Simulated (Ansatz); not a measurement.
# LiH: pressure against volume scale

Periodic Kohn-Sham DFT of a crystal at fixed atoms, scaled to volume_scale times the given cell; pressure positive in compression, energy less spherical unpolarised free atoms, largest_vzz the field gradient of largest size among the nuclei. The results are calculated, by Ansatz 0.2.0.

The cell before it is scaled or strained (space group F-43m, No. 216):
```
cell vectors (Å)
   0.0000     2.1449     2.1449
   2.1449     0.0000     2.1449
   2.1449     2.1449     0.0000
atoms (fractions of the cell vectors)
Li  0.00000  0.00000  0.00000
H   0.25000  0.25000  0.25000
```

Settings of every row: method frozen-core PAW; functional PBE; relativity scalar; k mesh 13x13x13; filling fermi-dirac; smearing width 0.05 eV; wave cutoff 420 eV; paw set soft_2.

Atom start moment: 0 on all atoms.

Limits: the cell comes from a prototype or a list of computed structures and needn't be the stable phase.

| row | volume scale | V (Å³/atom) | pressure (GPa) |
| --- | --- | --- | --- |
| 1 | 0.96 | 9.473 | 1.131 |
| 2 | 0.98 | 9.67 | 0.517 |
| 3 | 1 | 9.867 | -0.046 |
| 4 | 1.02 | 10.065 | ? |
| 5 | 1.04 | 10.263 | -1.038 |

Question: what pressure should row 4 give?

Worked fit of pressure. Take u = (V_r/V)^(2/3) − 1 with V_r = 9.7685 Å³ an atom, which is twice the finite (Eulerian) strain; such expansions in the strain, on which the Birch-Murnaghan equation of state is built, carry the rest volume and the bulk modulus. The shown rows have u = 0.02069, 0.00678, -0.00667, -0.03239. Least squares give pressure = 0.2294 + 41.844 × u + 83.79 × u² GPa; a straight line predicts inner rows, each left out in turn, worse (root mean square 0.037 against 9.1e-05 GPa). All shown rows lie on it to the printed digit. The pressure vanishes at u = -0.0055, or V = 9.85 Å³ an atom, and there the bulk modulus at fixed shape and fractions is B = −V dP/dV = (2/3)(1 + u) dP/du = 27.1 GPa. The withheld row has u = -0.01974, so the fit gives 0.2294 + 41.844 × (-0.01974) + 83.79 × (-0.01974)² = -0.564 GPa.

The calculation gave -0.563 GPa. The fit lies 0.001 GPa (0.046 % of the column's range) below it, one unit of the last digit.
